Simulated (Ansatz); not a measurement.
Free-standing chains of the atoms of Fe, named by their start (strip: triangular double chain, ladder: square double chain); atoms and period are relaxed, and energies count from relaxed bulk Fe (Im-3m, 11.35 Å³/atom, gap on the mesh 0.00 eV).

Theory: DFT PBE, scalar-relativistic, plane waves, PAW in Ansatz 0.2.0.

Cutoff 420 eV; k points 1×1×15 on the computed 4-atom cell (Γ-centred); Gaussian smearing, width 0.05 eV; collinear spin from starting moments 2.44 2.44 2.44 2.44 μB.

Start (ladder chain):

```
CELL_PARAMETERS angstrom
11.30000 0.00000 0.00000
0.00000 9.30000 0.00000
0.00000 0.00000 4.41400
ATOMIC_POSITIONS crystal
Fe 0.39746 0.50000 0.00000
Fe 0.39746 0.50000 0.50000
Fe 0.60254 0.50000 0.00000
Fe 0.60254 0.50000 0.50000
```

**Question.** What does the relaxation give?

**Answer.** The free energy falls by 77 meV/atom.

| Quantity | Value |
| --- | --- |
| excess energy (eV per host atom) | 2.546 |
| period (Å) | 4.824 |
| gap on the mesh (eV) | 0 |
| size of the moment (μB per cell) | 12.53 |

Relaxed structure:
```
Fe
1.0
    11.30000    0.00000    0.00000
     0.00000    9.30000    0.00000
     0.00000    0.00000    4.82426
Fe
4
Direct
  0.40404 0.50000 0.00000
  0.40404 0.50000 0.50000
  0.59596 0.50000 0.00000
  0.59596 0.50000 0.50000
```

The program reads another magnetic order as possibly lower.

Each run keeps its start's symmetry and one magnetic start, so lower states can exist.

The run took 2.8 min on 2 threads of AMD EPYC 7R43 64-Core Processor (Zen 3) (shared host), peak memory 0.94 GiB.